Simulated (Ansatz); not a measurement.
Hg: tetragonal deformation path

All numbers below come from Ansatz 0.2.0, DFT r2SCAN, scalar-relativistic, plane waves, PAW. The runs took a 500 eV cutoff, a Γ-centred 20×20×20 mesh and Gaussian smearing (0.15 eV). Spin–orbit coupling is left out, which can shift energies with elements as heavy as these. No spin polarisation. Energies are free energies at this smearing, counted from the undisturbed cell; pressure is positive in compression.

The starting cell (as given, not relaxed at this level; it stands at 0.0 GPa; this fcc form isn't the usual structure):

```
Hg
1.0
     0.00000    2.39191    2.39191
     2.39191    0.00000    2.39191
     2.39191    2.39191    0.00000
Hg
1
Direct
  0.00000 0.00000 0.00000
```

At fixed volume and fractional coordinates, lengths along (0.000, 0.000, 1.000) are scaled against those across it; ρ is that ratio over its starting value. The cell is metallic on the mesh throughout. At ρ = 0.707 the cell becomes cubic (Im-3m), and there the slope of the energy vanishes by symmetry.

Task: Over the sampled range (0.707 to 1.414), is the undisturbed cell the lowest point?

Result: No: the energy is lower at ρ = 0.707, -20.5 in ΔE (meV/atom).

The scan:

```
    ρ  ΔE (meV/atom)
0.707          -20.5
0.850          -13.9
1.000            0.0
1.200          -11.2
1.414           -4.7
```